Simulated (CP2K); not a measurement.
The system is CdS (Hawleyite).

```
Cd S
1.0
     4.12455    0.00000    0.00000
     2.06228    3.57197    0.00000
     2.06228    1.19066    3.36768
Cd S
1 1
Direct
  0.00000 0.00000 0.00000
  0.75000 0.75000 0.75000
```

Base run:

| Property | Result |
| --- | --- |
| Program | CP2K 2026.2 |
| Functional | LDA |
| Potentials or basis | POTENTIAL_UZH Cd GTH-PBE-q12, S GTH-PBE-q6; TZVP-MOLOPT-PBE-GTH basis |
| Density cutoff | 9184 eV |
| k mesh | 8 × 8 × 8 |
| Occupations | fermi-dirac, width 0.05 eV |
| Spin | no spin polarisation |

Its results: band gap on the k mesh 0.85 eV, direct; pressure -0.9 GPa.

The run is repeated on the same cell with these changes: functional from LDA to PBE. What comes out?

Band gap on the k mesh 1.14 eV, direct; pressure 3.4 GPa.

PBE binds less tightly than LDA, so the same cell stands under more pressure.

Caveats: the basis of atomic orbitals isn't converged, which shifts pressures, moduli and gaps; the potentials were made for another functional, which shifts forces and pressure (some runs).

A k mesh can miss the band edges.

Not every run made on this cell is shown here.
